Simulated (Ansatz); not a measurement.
## Ionic part of the dielectric constant of MgO₂, mode by mode

All numbers below come from DFT PBE, scalar-relativistic, plane waves, PAW (Ansatz 0.2.0). Settings: 420 eV plane-wave cutoff, Γ-centred 6×6×6 mesh, fixed occupations. No spin polarisation. Phonons by linear response, acoustic sum rule imposed.

Space group Pa-3 (No. 205), cubic, a = 4.895 Å. Mg is surrounded by 6 O at 2.11 Å; O has 1 O at 1.50 Å and 3 Mg at 2.11 Å.

It was relaxed at this level from a Materials Project cell.

The primitive cell has V = 117.32 Å³ and ε∞,yy = 3.018. Each polar mode adds Δε = (4.92064×10⁷/V)·S/ν² along y, with S its oscillator strength in e²/amu, ν in cm⁻¹ and V in Å³.

**Question.** From these modes, find each Δε and ε0,yy.
```json
{"ν (cm⁻¹)": "218.61", "S_yy (e²/amu)": "0.02852"}
{"ν (cm⁻¹)": "323.07", "S_yy (e²/amu)": "0.2605"}
{"ν (cm⁻¹)": "359.99", "S_yy (e²/amu)": "0.2088"}
{"ν (cm⁻¹)": "393.78", "S_yy (e²/amu)": "0.573"}
{"ν (cm⁻¹)": "431.83", "S_yy (e²/amu)": "0.1724"}
```

**Answer.**
```
ν (cm⁻¹)    Δε
  218.61  0.25
  323.07  1.05
  359.99  0.68
  393.78  1.55
  431.83  0.39
```

The sum is 3.92, so ε0,yy = 6.94; the run's tensor has 6.93.

**Question.** Where do the longitudinal modes lie for a wave vector along y?

**Answer.** At 221.67, 334.64, 368.88, 423.53, 565.28 cm⁻¹. The Lyddane–Sachs–Teller product Π(ν_LO/ν_TO)² = 2.30 agrees with ε0/ε∞ = 2.30.
